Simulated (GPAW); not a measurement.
The system is MnO.

```
Mn O
1.0
     0.00000    2.22200    2.22200
     2.22200    0.00000    2.22200
     2.22200    2.22200    0.00000
Mn O
1 1
Direct
  0.00000 0.00000 0.00000
  0.50000 0.50000 0.50000
```

Base run:

```yaml
Program: GPAW 26.7.0
Functional: r2SCAN
Potentials_or_basis: GPAW PAW data sets (gpaw-data 1.2.1)
Cutoff: 800 eV
Basis: pw
k_mesh: 7 × 7 × 7
Occupations: fermi-dirac, width 0.05 eV
Spin: collinear spin, ferromagnetic start
Starting_moments: "[4.0, 0.0] μB"
Hubbard_terms: Mn d U = 4 eV
```

Its results: band gap on the k mesh 0.97 eV, indirect (least direct gap 3.25 eV); pressure 6.9 GPa; net moment 5.00 μB per cell; site moments Mn +4.57; O +0.14 μB.

Task: After a change of settings the same cell gave: band gap on the k mesh 0.45 eV, indirect (least direct gap 3.21 eV); pressure 5.4 GPa; net moment 5.00 μB per cell; site moments Mn +4.51; O +0.17 μB. Which change was it?
A. occupations from fermi-dirac, width 0.05 eV to gaussian, width 0.05 eV; hubbard terms from Mn d U = 4 eV to Mn d U = 5 eV
B. hubbard terms from Mn d U = 4 eV to Mn d U = 3 eV
C. hubbard terms from Mn d U = 4 eV to none
D. hubbard terms from Mn d U = 4 eV to Mn d U = 2 eV

Result: D.

Caveats: the PAW data sets were made with another functional, which shifts forces and pressure a little; an odd mesh through Γ misses points on the zone boundary, where band edges often lie; a cell with one magnetic atom can't hold antiferromagnetic order, which such compounds often take.

Not every run made on this cell is shown here.
